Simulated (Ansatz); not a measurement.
# AlNi3: the cost of one run

Computed with Ansatz 0.2.0 (DFT PBE, scalar-relativistic, plane waves, PAW, unless a step's input says otherwise).

4 further runs of the same task are left out: 3 that didn't finish, 1 set aside as unsound or not needed.

### Step 1. Starting point

The structure is cubic, space group Pm-3m (No. 221). The conventional cell has a = 3.567 Å, b = 3.567 Å, c = 3.567 Å, α = 90.00°, β = 90.00°, γ = 90.00°. Al (site symmetry m-3m) is surrounded by 12 Ni at 2.52 Å. Around Ni (site symmetry 4/mmm) lie 4 Al at 2.52 Å and 8 Ni at 2.52 Å.

Coordinates:

```xyz
4
Lattice="3.5667 0.0000 0.0000 0.0000 3.5667 0.0000 0.0000 0.0000 3.5667" Properties=species:S:1:pos:R:3 pbc="T T T"
Al    0.0000    0.0000    0.0000
Ni    0.0000    1.7833    1.7833
Ni    1.7833    0.0000    1.7833
Ni    1.7833    1.7833    0.0000
```

It goes back to an entry of the Materials Project, which need not be the stable form.

This cell was relaxed beforehand with the same method: volume 11.34 Å³/atom, gap on the mesh none (metal), site moments up to 0.3 μB.

### Step 2. Target pressure -3 GPa

File input.yaml:

```yaml
crystal:
  lattice:
    - [3.600515676, 0.0, 0.0]
    - [0.0, 3.600515676, 0.0]
    - [0.0, 0.0, 3.600515676]
  atoms:
    - { symbol: Al, position: [0.0, 0.0, 0.0] }
    - { symbol: Ni, position: [0.0, 0.5, 0.5], spin: 0.3 }
    - { symbol: Ni, position: [0.5, 0.0, 0.5], spin: 0.3 }
    - { symbol: Ni, position: [0.5, 0.5, 0.0], spin: 0.3 }
basis:
  ecutwfc: 420
kpoints:
  mp_grid: { grid: [12, 12, 12] }
hamiltonian:
  xc: pbe
scf:
  occupations: { method: gaussian, width: 0.1 }
output:
  forces: true
  stress: true
  eigenvalues: true
  populations: true
magnetization:
  spin_polarized: true
relax:
  adjacent_minimum: "off"
  f_tol: 0.008
  max_steps: 50
  cell: { stress_tol: 0.08, p_target: -3.0 }
```

Launch:

```console
$ ansatz run input.yaml --threads 1 --pin off --max-ram 2560MiB --backend cpu --events-out ev --progress --plain --runs-dir out
```

**Question.** How long does this run take on 1 thread of AMD EPYC 9R45 (Zen 5), shared host, and how much memory does it need?

About 33 s, with a peak of 0.52 GiB.
